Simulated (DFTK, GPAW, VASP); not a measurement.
# One calculation of Pt, 3 ways

```
Pt
1.0
     0.00000    1.96090    1.96090
     1.96090    0.00000    1.96090
     1.96090    1.96090    0.00000
Pt
1
Direct
  0.00000 0.00000 0.00000
```

Alike in all runs: task band structure; functional r2SCAN; k mesh 12 × 12 × 12; occupations fermi-dirac, width 0.05 eV; no spin polarisation; no spin-orbit coupling. Pressure is positive in compression and, in plane waves, holds the error of the finite cutoff.

```tsv
program and potentials	plane-wave cutoff (eV)	notes	pressure (GPa)
DFTK, SG15 1.2 (PBE)	1225	potentials made for PBE; 18 valence electrons an atom on average	4.38
VASP, PBE PAW files Pt, 520 eV	520	potentials made for PBE; 10 valence electrons an atom on average	?
GPAW, GPAW PAW data sets (gpaw-data 1.2.1)	600	potentials made for PBE; 16 valence electrons an atom on average	6.18
```

Q: Estimate from the other rows what the run with VASP, PBE PAW files Pt, 520 eV gave.

A: Pressure 4.94 GPa. The other rows, which needn't bracket it: pressure 4.38 to 6.18.
